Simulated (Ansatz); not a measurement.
Ligand exchange: C4H8O + In(OH)3 → C3H6O2 + In(CH3)(OH)2

Gas-phase species: C4H8O (2-butanone) `CCC(C)=O`, singlet; In(OH)3, singlet; C3H6O2 (propionic acid) `CCC(=O)O`, singlet; In(CH3)(OH)2, singlet. The partners trade CH3 for OH: C–CH3 and In–OH bonds give way to C–OH and In–CH3.

Shapes, held fixed at every level: PBE0-D4/def2-TZVP. Flexible molecules stand in one conformer, not always the lowest. Programs: Ansatz 0.2.0. Electronic energies: no zero-point or thermal term.

```
              level                    kind  ΔE (kJ/mol)  less CCSD(T)/def2-TZVPP
      HF/def2-TZVPP            Hartree–Fock        -23.8                     +1.1
  PBE-D4/def2-TZVPP                     GGA        -32.9                     -8.0
B3LYP-D4/def2-TZVPP           global hybrid        -26.9                     -2.0
 PBE0-D4/def2-TZVPP           global hybrid        -34.4                     -9.5
 wB97X-V/def2-TZVPP  range-separated hybrid        -27.6                     -2.7
    CCSD/def2-TZVPP   coupled cluster or CI        -24.9                      0.0
 CCSD(T)/def2-TZVPP   coupled cluster or CI        -24.9                      0.0
```

The highest level, CCSD(T)/def2-TZVPP, gives ΔE = -24.9 kJ/mol; the levels span -34.4 to -23.8. The column of differences is taken from that level and isn't an error. No measured value is set beside it here. For atoms past krypton def2 sets carry core potentials with scalar relativity. Outer-core shells of In are correlated, in sets that cover them unevenly.
